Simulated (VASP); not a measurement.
Input:

```
RuO2
1.0
    4.52232     0.00000     0.00000
    0.00000     4.52232     0.00000
    0.00000     0.00000     3.12412
Ru O
2 4
Direct
  0.00000   0.00000   0.00000
  0.50000   0.50000   0.50000
  0.30577   0.30577   0.00000
  0.80577   0.19423   0.50000
  0.19423   0.80577   0.50000
  0.69423   0.69423   0.00000
```

All values below come from PBE GGA, VASP's PBE PAW potentials (set 64) (plane waves; VASP 6.6.1). Settings: 520 eV cut-off, 8×8×11 Γ-centred mesh, tetrahedra with Blöchl corrections, potentials Ru_pv O.

Q: Estimate the energy per atom (σ→0), band gap (on the k-mesh) with the smallest direct gap where there is one.

A: 
* **band gap (on the k-mesh)**: none (metal, semimetal or under 0.01 eV)
* **energy per atom (σ→0)**: -7.432 eV/atom

The absolute energy has meaning only against runs of the same code, potentials and settings.

The compound is RuO2 in the rutile structure. It was relaxed first.
